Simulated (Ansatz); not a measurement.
# AlCo3: how settings move the results

Aim, for AlCo3: relax the cell with several choices of dispersion correction.

Computed with Ansatz 0.2.0 (DFT PBEsol, scalar-relativistic, plane waves, PAW for the base; runs at other levels say so in their headings and inputs, unless a step's input says otherwise).

### Step 1. The system as given

Symmetry: Pm-3m, No. 221, cubic system. Conventional cell: a = 3.575 Å, b = 3.575 Å, c = 3.575 Å, α = 90.00°, β = 90.00°, γ = 90.00°. Al (site symmetry m-3m) is surrounded by 12 Co at 2.53 Å. Co (site symmetry 4/mmm) has 4 Al at 2.53 Å and 8 Co at 2.53 Å as nearest neighbours.

As a file:

```cif
data_structure
_symmetry_space_group_name_H-M 'P 1'
_symmetry_Int_Tables_number 1
_cell_length_a 3.5749
_cell_length_b 3.5749
_cell_length_c 3.5749
_cell_angle_alpha 90.000
_cell_angle_beta 90.000
_cell_angle_gamma 90.000
_cell_volume 45.69
loop_
_atom_site_label
_atom_site_type_symbol
_atom_site_fract_x
_atom_site_fract_y
_atom_site_fract_z
_atom_site_occupancy
Al1 Al 0.00000 0.00000 0.00000 1
Co1 Co 0.50000 0.50000 0.00000 1
Co2 Co 0.50000 0.00000 0.50000 1
Co3 Co 0.00000 0.50000 0.50000 1
```

The structure comes from the Materials Project (structure only); it is used as listed.

### Step 2. The base run, which the others are set against

Contents of input.yaml:

```yaml
crystal:
  lattice:
    - [3.574948, 0.0, 0.0]
    - [0.0, 3.574948, 0.0]
    - [0.0, 0.0, 3.574948]
  atoms:
    - { symbol: Al, position: [0.0, 0.0, 0.0] }
    - { symbol: Co, position: [0.5, 0.5, 0.0], spin: 1.46 }
    - { symbol: Co, position: [0.5, 0.0, 0.5], spin: 1.46 }
    - { symbol: Co, position: [0.0, 0.5, 0.5], spin: 1.46 }
basis:
  ecutwfc: 420
kpoints:
  mp_grid: { grid: [12, 12, 12] }
hamiltonian:
  xc: pbesol
scf:
  occupations: { method: gaussian, width: 0.1 }
output:
  forces: true
  stress: true
  eigenvalues: true
  populations: true
magnetization:
  spin_polarized: true
```

Its results, from an earlier run: -3951.0459 eV/atom at zero smearing, pressure -7.41 GPa, largest force 0.000 eV/Å, no gap on the mesh, site moments Al -0.06, Co +1.35 (×3) μB, in 14 SCF cycles and 14 s.

### Step 3. Relaxing with dispersion correction none

Contents of input.yaml:

```yaml
crystal:
  lattice:
    - [3.574948, 0.0, 0.0]
    - [0.0, 3.574948, 0.0]
    - [0.0, 0.0, 3.574948]
  atoms:
    - { symbol: Al, position: [0.0, 0.0, 0.0] }
    - { symbol: Co, position: [0.5, 0.5, 0.0], spin: 1.48 }
    - { symbol: Co, position: [0.5, 0.0, 0.5], spin: 1.48 }
    - { symbol: Co, position: [0.0, 0.5, 0.5], spin: 1.48 }
basis:
  ecutwfc: 420
kpoints:
  mp_grid: { grid: [12, 12, 12] }
hamiltonian:
  xc: pbesol
scf:
  occupations: { method: gaussian, width: 0.1 }
output:
  forces: true
  stress: true
  eigenvalues: true
  populations: true
  write_density: true
  write_potential: true
  elf: true
  volumetric_format: npy
magnetization:
  spin_polarized: true
relax:
  adjacent_minimum: "off"
  f_tol: 0.01
  max_steps: 60
  cell: { stress_tol: 0.05 }
```

Launch:

```console
$ ansatz run input.yaml --threads 1 --pin off --max-ram 2560MiB --backend cpu --events-out ev --progress --plain --runs-dir out
```

### Step 4. Relaxation, dispersion correction: D3(BJ)

input.yaml: that of step 3 with these lines changed.

```diff
@@ -16,2 +16,3 @@
   xc: pbesol
+  dispersion: d3bj
 scf:
@@ -23,6 +24,2 @@
   populations: true
-  write_density: true
-  write_potential: true
-  elf: true
-  volumetric_format: npy
 magnetization:
```

### Step 5. Relaxation, dispersion correction: D3(BJ)+ATM

input.yaml: that of step 4 with these lines changed.

```diff
@@ -16,3 +16,3 @@
   xc: pbesol
-  dispersion: d3bj
+  dispersion: d3bjatm
 scf:
```

### Step 6. Relaxing with dispersion correction D4

input.yaml: that of step 5 with these lines changed.

```diff
@@ -16,3 +16,3 @@
   xc: pbesol
-  dispersion: d3bjatm
+  dispersion: d4
 scf:
```

### Step 7. Relaxation, dispersion correction: r2SCAN, rVV10

input.yaml: that of step 6 with these lines changed.

```diff
@@ -11,3 +11,3 @@
 basis:
-  ecutwfc: 420
+  ecutwfc: 500
 kpoints:
@@ -15,4 +15,4 @@
 hamiltonian:
-  xc: pbesol
-  dispersion: d4
+  xc: r2scan
+  dispersion: rvv10
 scf:
```

(Steps that only read results are left out.)

**Question.** What does this series show? Wanted: relaxed volume by dispersion correction.

**Answer**, as computed:

```
                                         quantity                                                                                                                                value
relaxed volume by dispersion correction (Å³/atom)  PBEsol, none: 10.99; PBEsol, D3(BJ): 10.68; PBEsol, D3(BJ)+ATM: 10.75; PBEsol, D4: 10.81; r2SCAN, none: 11.53; r2SCAN, rVV10: 11.41
```

The relaxed volumes span 8.0 %, from PBEsol, D3(BJ) (smallest) to r2SCAN, none (largest). The pair corrections change the volume by up to -2.8 %; an added attraction shrinks any cell somewhat, needed or not. Other magnetic orders or occupations could lie lower; they were not searched in full.
